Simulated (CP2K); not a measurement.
Crystal: CdTe.

```
Te Cd
1.0
     4.53255    0.00000    0.00000
     2.26628    3.92531    0.00000
     2.26628    1.30844    3.70082
Te Cd
1 1
Direct
  0.75000 0.75000 0.75000
  0.00000 0.00000 0.00000
```

Base run:

- Program: CP2K 2026.2
- Functional: TPSS
- Potentials or basis: POTENTIAL_UZH Te GTH-PBE-q6, Cd GTH-PBE-q12; TZVP-MOLOPT-PBE-GTH basis
- Density cutoff: 9184 eV
- k mesh: 7 × 7 × 7
- Occupations: fermi-dirac, width 0.05 eV
- Spin: no spin polarisation

Its results: band gap on the k mesh 0.96 eV, direct; pressure 4.4 GPa.

**Question.** After a change of settings the same cell gave: band gap on the k mesh 1.01 eV, direct; pressure 6.1 GPa. Which change was it?
A. functional from TPSS to BLYP
B. functional from TPSS to RPBE
C. functional from TPSS to PBEsol
D. functional from TPSS to LDA

**Answer.** B.

Caveats: the potentials were made for another functional, which shifts forces and pressure; spin-orbit coupling is left out, which moves the levels of the heavy elements; the basis of atomic orbitals isn't converged, which shifts pressures, moduli and gaps.

Runs at the PBE level aren't shown here.
